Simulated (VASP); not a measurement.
# SiC (Moissanite) (P6_3mc) in VASP: notebook

Runs on SiC (Moissanite). Level: PBE. Tasks: dielectric tensor.

All numbers are computed with VASP 6.6.1; they aren't measurements. Logs are shortened: lines on timing, memory, paths and dates and some standing lists are left out, and cuts for length are marked.

**1. The structure**

The structure is hexagonal, space group P6_3mc (No. 186). The conventional cell has a = 3.076 Å, b = 3.076 Å, c = 5.048 Å, α = 90.00°, β = 90.00°, γ = 120.00°. Si (site symmetry 3m) is surrounded by 4 C at 1.87 to 1.94 Å. Around C (site symmetry 3m) lie 4 Si at 1.87 to 1.94 Å.

**2. Dielectric tensor, PBE**

Input file INCAR:

```
SYSTEM = SiC
ALGO     = Normal         ! electronic algorithm
EDIFF    = 1E-8           ! SCF threshold, eV
ENCUT    = 400            ! plane-wave cutoff, eV
GGA      = PE             ! functional
ISIF     = 2              ! what is computed and relaxed
ISMEAR   = 0              ! smearing method
LASPH    = .TRUE.         ! aspherical terms in the spheres
LCHARG   = .FALSE.        ! write CHGCAR
LEPSILON = .TRUE.         ! dielectric tensor by DFPT
LREAL    = .FALSE.        ! projectors in reciprocal space
LWAVE    = .FALSE.        ! write WAVECAR
NELM     = 100            ! most SCF steps
PREC     = Accurate       ! precision mode
SIGMA    = 0.1            ! smearing width, eV
```

Input file KPOINTS:

```
k-points
0
G
  8 8 4
  0 0 0
```

Input file POSCAR:

```
SiC
1.0
    3.0760000000      0.0000000000      0.0000000000
   -1.5380000000      2.6638941420      0.0000000000
    0.0000000000      0.0000000000      5.0480000000
Si C
2 2
Direct
    0.6666666667      0.3333333333      0.5000000000
    0.3333333333      0.6666666667      0.0000000000
    0.6666666667      0.3333333333      0.8850000000
    0.3333333333      0.6666666667      0.3850000000
```

Potentials or basis: VASP PAW PBE potentials, release 64 (Si, C).

Command:

```bash
> cat potpaw_PBE.64/Si/POTCAR potpaw_PBE.64/C/POTCAR > POTCAR
> mpirun -np 1 vasp_std > vasp.out
```

OUTCAR:

```text
SYSTEM = SiC
   EDIFF = 1E-8
   ENCUT = 400
   GGA = PE
   ISIF = 2
   ISMEAR = 0
   LASPH = .TRUE.
   LEPSILON = .TRUE.
   LREAL = .FALSE.
   NELM = 100
   PREC = Accurate

 Found     30 irreducible k-points:

 Following reciprocal coordinates:
            Coordinates               Weight
  0.000000  0.000000  0.000000      1.000000
  0.125000  0.000000  0.000000      6.000000
  0.250000  0.000000  0.000000      6.000000
  0.375000 -0.000000  0.000000      6.000000
  0.500000  0.000000  0.000000      3.000000
  0.125000  0.125000  0.000000      6.000000
   k-points           NKPTS =     30   k-points in BZ     NKDIM =     30   number of bands    NBANDS=     12
   number of dos      NEDOS =    301   number of ions     NIONS =      4
   total plane-waves  NPLWV =  14400
   dimension x,y,z NGX =    20 NGY =   20 NGZ =   36
   dimension x,y,z NGXF=    40 NGYF=   40 NGZF=   72
   ions per type =               2   2
   NGX,Y,Z   is equivalent  to a cutoff of  10.81, 10.81, 11.86 a.u.
   NGXF,Y,Z  is equivalent  to a cutoff of  21.62, 21.62, 23.71 a.u.
 SYSTEM =  SiC
   PREC   = accura    normal or accurate (medium, high low for compatibility)
   ISTART =      0    job   : 0-new  1-cont  2-samecut
   ICHARG =      2    charge: 1-file 2-atom 10-const
   ISPIN  =      1    spin polarized calculation?
   LNONCOLLINEAR =      F non collinear calculations
   LSORBIT =      F    spin-orbit coupling
   LASPH  =      T    aspherical Exc in radial PAW
   ENCUT  =  400.0 eV  29.40 Ry    5.42 a.u.   5.02  5.02  8.23*2*pi/ulx,y,z
   NELM   =    100;   NELMIN=  2; NELMDL= -5     # of ELM steps
   EDIFF  = 0.1E-07   stopping-criterion for ELM
   LREAL  =      F    real-space projection
   EDIFFG = 0.1E-06   stopping-criterion for IOM
   NSW    =      0    number of steps for IOM
   IBRION =     -1    ionic relax: 0-MD 1-quasi-New 2-CG
   NFREE  =      0    steps in history (QN), initial steepest desc. (CG)
   ISIF   =      2    stress and relaxation
   ISYM   =      2    0-nonsym 1-usesym 2-fastsym
   POTIM  = 0.5000    time-step for ionic-motion
   TEBEG  =    0.0;   TEEND  =   0.0 temperature during run
   PSTRESS=    0.0 pullay stress
   NELECT =      16.0000    total number of electrons
   NUPDOWN=      -1.0000    fix difference up-down
   EMIN   =  10.00;   EMAX   =-10.00  energy-range for DOS
   EFERMI =   0.00;   METHOD = LEGACY
   ISMEAR =     0;   SIGMA  =   0.10  broadening in eV -4-tet -1-fermi 0-gaus
   EFERMI_NEDOS =   21; number of points for ismear=-14 and -15
   IALGO  =     38    algorithm
   IMIX   =      4    mixing-type and parameters
     AMIX     =   0.40;   BMIX     =  1.00
     AMIX_MAG =   1.60;   BMIX_MAG =  1.00
  volume/ion in A,a.u.               =      10.34        69.78
  Fermi-wavevector in a.u.,A,eV,Ry     =   1.192817  2.254098 19.358549  1.422813
  Thomas-Fermi vector in A             =   2.328847
   LORBIT       =      0    0 simple, 1 ext, 2 COOP (PROOUT), +10 PAW based schemes
   GGA     = PE    functional components
   LHFCALC =     F    Hartree Fock is set to
   AEXX    =    0.0000 exact exchange contribution
   IVDW    =     0    specifies the selected vdW correction
   LEPSILON=     T    determine dielectric tensor
   LRPA    =     F    only Hartree local field effects (RPA)
 non-spin polarized calculation
 Gauss-broadening in eV      SIGMA  =   0.10
  energy-cutoff  :      400.00
  volume of cell :       41.36
 maximum number of plane-waves:       768
 NGX is ok and might be reduce to    20
   NGX =  9   NGY =  9   NGZ = 17

--------------------------------------- Ionic step        1  -------------------------------------------

 number of electron      15.9999999 magnetization

 E-fermi :   8.8873     XC(G=0): -11.3482

 val. band max:        8.4113003082   @ k =   0.0000   0.0000   0.0000
 cond. band min:      10.9906558063   @ k =   0.3750   0.2500   0.0000
 fundamental gap:      2.5793554981
 Fermi energy:         8.8872526017

 k-point     1 :       0.0000    0.0000    0.0000
  band No.  band energies     occupation
      1      -7.3172      2.00000
      2      -3.8165      2.00000
      3      -0.2840      2.00000
      4       6.8552      2.00000
      5       6.8552      2.00000
      6       8.1380      2.00000
      7       8.1380      2.00000
      8       8.4113      2.00000
      9      13.0327      0.00000
     10      14.4309      0.00000
     11      14.9167      0.00000
     12      14.9167      0.00000

 k-point     2 :       0.1250    0.0000    0.0000
  band No.  band energies     occupation
      1      -7.0464      2.00000
      2      -3.5851      2.00000
      3      -0.0335      2.00000
      4       5.4872      2.00000
      5       6.4283      2.00000
      6       7.1830      2.00000
      7       7.9704      2.00000
      8       8.2131      2.00000
      9      13.4484      0.00000
     10      14.6346      0.00000
     11      15.0638      0.00000
     12      15.4898      0.00000

 k-point     3 :       0.2500    0.0000    0.0000
  band No.  band energies     occupation
      1      -6.2517      2.00000
      2      -2.9444      2.00000
      3       0.6492      2.00000
      4       3.0782      2.00000
      5       5.1897      2.00000
      6       5.6604      2.00000
      7       7.4842      2.00000
      8       7.5162      2.00000
      9      12.3011      0.00000
     10      14.1368      0.00000
     11      15.3865      0.00000
     12      16.1257      0.00000

 k-point     4 :       0.3750   -0.0000    0.0000
  band No.  band energies     occupation
      1      -5.0196      2.00000
      2      -2.2632      2.00000
      3       0.6198      2.00000
      4       2.1806      2.00000
      5       3.1313      2.00000
      6       5.0772      2.00000
      7       6.1598      2.00000
      8       7.0894      2.00000
      9      11.3472      0.00000
     10      12.9540      0.00000
     11      15.3256      0.00000
     12      15.8083      0.00000

 k-point     5 :       0.5000    0.0000    0.0000
  band No.  band energies     occupation
      1      -3.9862      2.00000
      2      -2.5284      2.00000
      3       0.4144      2.00000
      4       1.8598      2.00000
      5       2.9789      2.00000
      6       4.8668      2.00000
      7       5.1507      2.00000
      8       6.9245      2.00000
      9      11.0006      0.00000
     10      12.6100      0.00000
     11      15.1552      0.00000
     12      15.6164      0.00000

 k-point     6 :       0.1250    0.1250    0.0000
  band No.  band energies     occupation
      1      -6.5130      2.00000
      2      -3.1462      2.00000
      3       0.4409      2.00000
      4       3.9826      2.00000
      5       5.1358      2.00000
      6       6.2530      2.00000
      7       7.3338      2.00000
      8       7.7864      2.00000
      9      13.9677      0.00000
     10      14.0427      0.00000
     11      15.2499      0.00000
     12      15.3974      0.00000

 [... further k-points ...]

  FORCE on cell =-STRESS in cart. coord.  units (eV):
  Direction    XX          YY          ZZ          XY          YZ          ZX
  --------------------------------------------------------------------------------------
  -------------------------------------------------------------------------------------
  Total        1.0521133      1.0521133     -0.1948438      0.0000000     -0.0000000      0.0000000
  in kB       40.7521439     40.7521439     -7.5470049      0.0000000     -0.0000000      0.0000000
  external PRESSURE =      24.6524276 kB  Pullay stress =       0.0000000 kB

 VOLUME and BASIS-vectors are now :
 -----------------------------------------------------------------------------
  energy-cutoff  :      400.00
  volume of cell :       41.36
      direct lattice vectors                 reciprocal lattice vectors
     3.076000000  0.000000000  0.000000000     0.325097529  0.187695146  0.000000000
    -1.538000000  2.663894142  0.000000000     0.000000000  0.375390292  0.000000000
     0.000000000  0.000000000  5.048000000     0.000000000  0.000000000  0.198098257

 POSITION                                       TOTAL-FORCE (eV/Angst)
 -----------------------------------------------------------------------------------
      1.53800      0.88796      2.52400         0.000000     -0.000000      0.749726
     -0.00000      1.77593      0.00000         0.000000      0.000000      0.749726
      1.53800      0.88796      4.46748         0.000000     -0.000000     -0.749726
     -0.00000      1.77593      1.94348        -0.000000      0.000000     -0.749726
 -----------------------------------------------------------------------------------
    total drift:                               -0.000000     -0.000000     -0.000229

  FREE ENERGIE OF THE ION-ELECTRON SYSTEM (eV)
  ---------------------------------------------------
  free  energy   TOTEN  =       -30.0757194430 eV

  energy  without entropy=      -30.0757194430  energy(sigma->0) =      -30.07571944

 HEAD OF MICROSCOPIC STATIC DIELECTRIC TENSOR (INDEPENDENT PARTICLE, excluding Hartree and local field effects)
 ------------------------------------------------------
           7.205438     0.000000     0.000000
           0.000000     7.205438     0.000000
           0.000000    -0.000000     7.577535
 ------------------------------------------------------

 Free energy of the ion-electron system (eV)
  ---------------------------------------------------
  ---------------------------------------------------
  free energy    TOTEN  =        -0.73350850 eV

  energy without entropy =       -0.73350850

------------------------ aborting loop because EDIFF is reached ----------------------------------------

--------------------------------------- Ionic step        2  -------------------------------------------

------------------------ aborting loop because EDIFF is reached ----------------------------------------

--------------------------------------- Ionic step        3  -------------------------------------------

 Free energy of the ion-electron system (eV)
  ---------------------------------------------------
  ---------------------------------------------------
  free energy    TOTEN  =        -0.78163768 eV

  energy without entropy =       -0.78163768

------------------------ aborting loop because EDIFF is reached ----------------------------------------

 PIEZOELECTRIC TENSOR FIELD DIRECTION 3  (e Angst)
 -----------------------------------------------------------------------------
     1.27087  0.00000  0.00000           (  0.05778  0.00000  0.00000)
     0.00000  1.27087  0.00000           (  0.00000  0.05778  0.00000)
     0.00000 -0.00000 -1.99354           (  0.00000  0.00000 -0.12119)

 PIEZOELECTRIC TENSOR FIELD DIRECTION 3  (C/m^2)
 -----------------------------------------------------------------------------
     0.49225  0.00000  0.00000
     0.00000  0.49225  0.00000
     0.00000 -0.00000 -0.77217

 MACROSCOPIC STATIC DIELECTRIC TENSOR (including local field effects in DFT)
 ------------------------------------------------------
           6.962269    -0.000000     0.000000
          -0.000000     6.962269    -0.000000
           0.000000     0.000000     7.356468
 ------------------------------------------------------

 PIEZOELECTRIC TENSOR (including local field effects)  for field in x, y, z        (e  Angst)
          XX          YY          ZZ          XY          YZ          ZX
  --------------------------------------------------------------------------------
  x     0.00000    -0.00000     0.00000     0.00000     0.00000     1.44381
  y     0.00000     0.00000     0.00000     0.00000     1.44382     0.00000
  z     1.27087     1.27087    -1.99354     0.00000     0.00000     0.00000

 PIEZOELECTRIC TENSOR (including local field effects)  for field in x, y, z        (C/m^2)
          XX          YY          ZZ          XY          YZ          ZX
  --------------------------------------------------------------------------------
  x     0.00000    -0.00000     0.00000     0.00000     0.00000     0.55924
  y     0.00000     0.00000     0.00000     0.00000     0.55924     0.00000
  z     0.49225     0.49225    -0.77217     0.00000     0.00000     0.00000

 BORN EFFECTIVE CHARGES (including local field effects) (in |e|, cummulative output)
 ---------------------------------------------------------------------------------
 ion    1
    1     2.66672    -0.00000     0.00000
    2     0.00000     2.66672     0.00000
    3    -0.00000    -0.00000     2.90451
 ion    2
    1     2.66672     0.00000     0.00000
    2     0.00000     2.66672     0.00000
    3     0.00000     0.00000     2.90451
 ion    3
    1    -2.66672    -0.00000     0.00000
    2     0.00000    -2.66672     0.00000
    3     0.00000    -0.00000    -2.90451
 ion    4
    1    -2.66672     0.00000    -0.00000
    2     0.00000    -2.66672     0.00000
    3    -0.00000     0.00000    -2.90451
```

Run time: 74 s. Hardware: 1 thread of Intel Xeon Platinum 8559C (Emerald Rapids), shared host; peak memory 0.18 GiB.

The run converged, but some of its settings lie outside the range that counts as converged, so its numbers aren't taken as properties of the crystal.

Results:

| Property | Result |
| --- | --- |
| Band gap on the k mesh | 2.58 eV, indirect (least direct gap 4.08 eV) |
| Electronic dielectric tensor (diagonal) | 6.96, 6.96, 7.36 |
| Born charges (mean of the diagonal) | Si +2.75; C -2.75 e |

Caveat: the cutoff is under 1.25 times the usual one of these potentials, so pressure, stress and relaxed cells hold a basis-set (Pulay) error.

(Continued in part 2 of 2.)
